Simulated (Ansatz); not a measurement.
The system is AlNi3.

```
CELL_PARAMETERS angstrom
3.52305 0.00000 0.00000
0.00000 3.52305 0.00000
0.00000 0.00000 3.52305
ATOMIC_POSITIONS crystal
Ni 0.50000 0.50000 0.00000
Ni 0.50000 0.00000 0.50000
Ni 0.00000 0.50000 0.50000
Al 0.00000 0.00000 0.00000
```

The cell is a database's computed one.

Program: Ansatz 0.2.0. Alike in all runs: potentials or basis Ansatz PAW; cell as given; k mesh 6 × 6 × 6; cutoff (eV) 420; smearing fermi-dirac 0.05 eV. Hardware: 2 threads of Arm Neoverse N1, with other jobs on the host.

Q: Order these runs on this cell by their wall time, lowest first.
A. task density of states; level PBE+U; spin collinear, ferromagnetic start; U Ni d U = 5 eV; hubbard projectors ortho-atomic (the default); double counting fll (the default)
B. task single point; level PBEsol; spin collinear, antiferromagnetic start
C. task single point; level PBEsol; spin collinear, random start
D. task single point; level PBEsol; spin off
E. task density of states; level PBE+U; spin collinear, ferromagnetic start; U Ni d U = 8 eV; hubbard projectors ortho-atomic (the default); double counting fll (the default)

A: D (2.1 s), B (11 s), C (32 s), A (75 s), E (220 s).

Caveats: the magnetic or orbital state may not be the lowest (some runs); the U is typed as a test and isn't derived for this compound (some runs); the density of states is complete only up to the lowest level of the last band computed (some runs); the starting moments weren't kept (some runs).
